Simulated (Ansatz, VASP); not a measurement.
# Two plane-wave programs on MgS

Contents of INCAR:

```
PREC = Accurate
ENCUT = 520
EDIFF = 1E-7
ISMEAR = 0
SIGMA = 0.1
LREAL = F
LASPH = T
NELM = 100
ALGO = Normal
ISIF = 2
LWAVE = F
LCHARG = F
GGA = CA
NBANDS = 11
```

Contents of KPOINTS:

```
Automatic mesh
0
Gamma
  6 6 6
```

POSCAR

```
MgS
1.0
    0.0000000000      2.8300000000      2.8300000000
    2.8300000000      0.0000000000      2.8300000000
    2.8300000000      2.8300000000      0.0000000000
Mg S
1 1
Direct
    0.0000000000      0.0000000000      0.0000000000
    0.2500000000      0.2500000000      0.2500000000
```

Input for Ansatz:

```yaml
crystal:
  lattice:
    - [0.0, 2.83, 2.83]
    - [2.83, 0.0, 2.83]
    - [2.83, 2.83, 0.0]
  atoms:
    - { symbol: Mg, position: [0.0, 0.0, 0.0] }
    - { symbol: S, position: [0.25, 0.25, 0.25] }
basis:
  ecutwfc: 420
kpoints:
  mp_grid: { grid: [6, 6, 6] }
hamiltonian:
  xc: lda
  pseudopotentials: { kind: paw, azcp: { folder: soft_1 } }
scf:
  occupations: { method: gaussian, width: 0.1 }
output:
  forces: true
  stress: true
  eigenvalues: true
```

The cell was built by a generator and needn't be a form met in nature.

Alike in both runs: task single point; functional LDA; k mesh 6 × 6 × 6; occupations gaussian, width 0.1 eV; no spin polarisation.

|  | VASP | Ansatz |
| --- | --- | --- |
| version | VASP 6.6.1 | Ansatz 0.2.0 |
| potentials or method | VASP PAW LDA potentials, release 64 (Mg, S) | scalar-relativistic, plane waves, PAW |
| plane-wave cutoff (eV) | 520 | 420 |
| valence electrons in the cell | 8 | 16 |

VASP gave:

```
gap on the k mesh at the Fermi level (eV) : 3.20
least direct gap on the mesh (eV)         : 3.20
pressure (GPa)                            : -2.3
```

Q: What did Ansatz give for the same quantities?

A: gap on the k mesh at the Fermi level (eV): 3.19; least direct gap on the mesh (eV): 3.19; pressure (GPa): -2.0.

The two sets of potentials don't hold the same shells in valence. Ansatz warned: «pseudo_functional_mismatch».

A k mesh can miss the band edges. LDA gaps usually lie below the measured ones, often by a third to a half.
